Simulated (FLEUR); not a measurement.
# Sc: band structure with PBE

Sc:

```
Sc
1.0
     3.30900    0.00000    0.00000
    -1.65450    2.86568    0.00000
     0.00000    0.00000    5.27330
Sc
2
Cartesian
  1.6545 0.9552 3.9550
  0.0000 1.9105 1.3183
```

```
Program                  : FLEUR MaX-R8.1 (later development tree)
Task                     : band structure
Functional               : PBE
Potentials or basis      : all-electron
Basis                    : FLAPW
Kmax                     : 4.1 1/bohr
k mesh                   : 9 × 9 × 5
Occupations              : fermi-dirac, width 0.05 eV
Spin                     : no spin polarisation
Gmax                     : 12.7 1/bohr
Muffin-tin radii         : Sc 2.66 bohr
lmax                     : Sc 11
Local orbitals a species : Sc 5
Max iterations           : 60
Mixing factor            : 0.05
Mixer                    : Anderson
Mixer history            : 15
Density convergence      : 1e-05 me/bohr^3
```

```json
{
  "Band gap along the path": "none (metal or under the smearing width)",
  "Valence electrons inside the program's atomic spheres": "Sc 9.48 (radii Sc 2.66 bohr)"
}
```

Levels at the corners of the path, in eV from the Fermi level:
| point | band 8 | band 9 | band 10 | band 11 | band 12 | band 13 |
| --- | --- | --- | --- | --- | --- | --- |
| Γ | -27.87 | -5.10 | -1.66 | 0.42 | 1.59 | 1.59 |
| M | -27.93 | -1.58 | -1.03 | -0.68 | -0.29 | 1.20 |
| K | -28.02 | -0.66 | -0.66 | -0.58 | -0.44 | 0.98 |
| Γ | -27.87 | -5.10 | -1.66 | 0.42 | 1.59 | 1.59 |
| A | -27.91 | -3.62 | -3.62 | 0.88 | 0.88 | 1.54 |
| L | -27.97 | -1.45 | -1.45 | 0.04 | 0.04 | 1.24 |
| H | -27.94 | -0.38 | -0.38 | -0.12 | -0.12 | 0.25 |
| A | -27.91 | -3.62 | -3.62 | 0.88 | 0.88 | 1.54 |
| L | -27.97 | -1.45 | -1.45 | 0.04 | 0.04 | 1.24 |
| M | -27.93 | -1.58 | -1.03 | -0.68 | -0.29 | 1.20 |
| K | -28.02 | -0.66 | -0.66 | -0.58 | -0.44 | 0.98 |
| H | -27.94 | -0.38 | -0.38 | -0.12 | -0.12 | 0.25 |

Core levels (eV from the Fermi level):
```csv
atom,levels
1 Sc,"1s1/2 -4390.9, 2s1/2 -468.6, 2p1/2 -385.6, 2p3/2 -381.0"
2 Sc,"1s1/2 -4390.9, 2s1/2 -468.6, 2p1/2 -385.6, 2p3/2 -381.0"
```

Wall time 30 s on 1 thread of Arm Neoverse V2 (shared host), peak memory 0.07 GiB.
